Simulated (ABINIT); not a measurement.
An input for ABINIT 10.8.3 (BeTe (F-43m)):

```
acell 3*1.0 Angstrom
rprim 
  0.000000000000 2.770000000000 2.770000000000
  2.770000000000 0.000000000000 2.770000000000
  2.770000000000 2.770000000000 -0.000000000000
ntypat 2
znucl 4 52
natom 2
typat 1 2
xred 
  0.000000000000 0.000000000000 0.000000000000
  0.250000000000 0.250000000000 0.250000000000
pp_dirpath "pseudos"
pseudos "Be.upf, Te.upf"
ecut 38
ngkpt 4 4 4
nshiftk 1
shiftk 0 0 0
kptopt 1
chksymbreak 0
istwfk *1
occopt 1
irdwfk 1
optdriver 4
nband 38
gwcalctyp 10
ecutsigx 38
symsigma 1
nkptgw 8
kptgw 
  0.0000000000 0.0000000000 0.0000000000
  0.2500000000 0.0000000000 0.0000000000
  0.5000000000 0.0000000000 0.0000000000
  0.2500000000 0.2500000000 0.0000000000
  0.5000000000 0.2500000000 0.0000000000
  -0.2500000000 0.2500000000 0.0000000000
  0.5000000000 0.5000000000 0.0000000000
  -0.2500000000 0.5000000000 0.2500000000
bdgw 
  1 14
  1 14
  1 14
  1 14
  1 14
  1 14
  1 14
  1 14
ecuteps 3.9
irdscr 1
ppmodel 1
irdqps 1
indata_prefix "in"
outdata_prefix "out"
tmpdata_prefix "tmp"
```

The database entry behind the starting cell differs from later determinations by our own check (an axis about 1.5 % short against later determinations), so it need not match the best structure at ambient conditions.

```sh
OMP_NUM_THREADS=1 mpirun -n 4 abinit run.abi > log
```

**Question.** Estimate wall time and host memory on 4 MPI ranks of Arm Neoverse N1, shared host.

It took 51 s; on shared hardware allow 26 s to 1.7 min. Peak host memory was 1.2 GiB.

[Paths, hosts, dates, memory and timing lines, banners, echoed tables and standing remarks are left out of the program output.]

[Logs are printed without paths, hosts, clocks, repeated set-up lines and the standing remarks that a program may print on its own settings, such as how far it seeks lower states.]

[Runs of the session that timed out or met a known fault of the program may be left out.]

[Hosts, paths, dates, database ids (printed as entryN), source tags and the programs' standing remarks are cut or masked in the printed files.]

[G0W0 gaps are taken among the corrected bands and points alone; a level outside them can change the order at an edge.]

[Where Ansatz stands beside ABINIT at settings called matched, ABINIT's density can come from a denser mesh and the files from another edition; pairs whose starting gaps differed by over 0.03 eV were left out, so agreement reads better than it is.]
